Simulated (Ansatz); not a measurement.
Runs of Ansatz 0.2.0 on Zn. It takes space group P6_3/mmc (No. 194, hexagonal). The conventional cell has a = 2.670 Å, b = 2.670 Å, c = 4.966 Å, α = 90.00°, β = 90.00°, γ = 120.00°. Around Zn (site symmetry -6m2) lie 12 Zn at 2.67 to 2.92 Å. 

| task | level | potentials or basis | spin | cell | k mesh | cutoff (eV) | smearing | driver | delta | mesh quality | gap on the mesh (eV) | pressure (GPa) | V0 of scaled cells (Å³/atom) | B0 (GPa) |
| --- | --- | --- | --- | --- | --- | --- | --- | --- | --- | --- | --- | --- | --- | --- |
| electron localisation function | r2SCAN | Ansatz PAW | off | as given | 11 × 11 × 6 | 500 | methfessel-paxton 0.2 eV | - | - | not flagged | none | -4.7 | - | - |
| atomic charges | HF | PseudoDojo standard (PBE files) | off | as given | 8 × 8 × 4 | 1143 | gaussian 0.02 eV | - | - | not flagged | none | - | - | - |
| equation of state | PBE | Ansatz PAW soft_1 | off | as given | 11 × 11 × 6 | 420 | fermi-dirac 0.05 eV | - | - | not flagged | - | - | 15.19 | 74 |
| single point | PBE | Ansatz PAW | off | as given | 11 × 11 × 6 | 420 | fermi-dirac 0.05 eV | - | - | not flagged | none | -0.7 | - | - |
| relaxation of cell and atoms | rPW86-PBE | Ansatz PAW | non-collinear, ferrimagnetic start | relaxed | 11 × 11 × 6 | 420 | gaussian 0.1 eV | - | - | not flagged | - | 0.0 | - | - |
| equation of state | HSE06 | Ansatz PAW | off | as given | 8 × 8 × 4 | 420 | fermi-dirac 0.05 eV | - | - | not flagged | - | - | 15.25 | 75 |
| projected density of states | CAM-B3LYP | Ansatz PAW earlier set | off | as given | 8 × 8 × 4 | 660 | methfessel-paxton 0.01 eV | - | - | not flagged | none | - | - | - |
| single point | LDA | Ansatz PAW | off | as given | 11 × 11 × 6 | 420 | gaussian 0.02 eV | - | - | not flagged | none | -9.1 | - | - |
| single point | r2SCANh+D3(BJ) | Ansatz PAW | off | as given | 6 × 6 × 3 | 500 | gaussian 0.1 eV | - | - | coarse | none | - | - | - |
| equation of state | PBE | Ansatz PAW | off | as given | 11 × 11 × 6 | 420 | fermi-dirac 0.05 eV | - | - | not flagged | - | - | 15.19 | 74 |
| phonons | r2SCAN+D3(BJ) | Ansatz PAW | off | as given | 10 × 10 × 5 | 500 | fermi-dirac 0.15 eV | calculator | 0.01 | not flagged | - | (a) | - | - |
| single point | RPBE | Ansatz PAW | off | as given | 11 × 11 × 6 | 420 | gaussian 0.05 eV | - | - | not flagged | none | (b) | - | - |

Problem. Fill in the values left out.

Solution. (a) -6.9; (b) 2.4.

Caveats: some runs use coarse meshes; the PAW data sets come from PBE, with cores solved anew for the run's functional, which leaves a small shift of forces and pressure (some runs); the potentials were made for another functional, which shifts forces and pressure (some runs); the cell was scaled at fixed shape and fractional positions, which overstates the stiffness of a crystal with free parameters, most of all of layers and chains (some runs); the plane-wave basis is chosen anew once the cell has moved, so the energies of steps on either side of that aren't comparable (some runs); pairwise dispersion overbinds metals, which lowers pressure and volume (some runs); the cell is more than 3 GPa from zero pressure, which shifts response properties (some runs).

A k mesh can miss the band edges.

A gap of «none» marks a metal or a gap under the smearing width.

Not every run made on this cell is shown here.
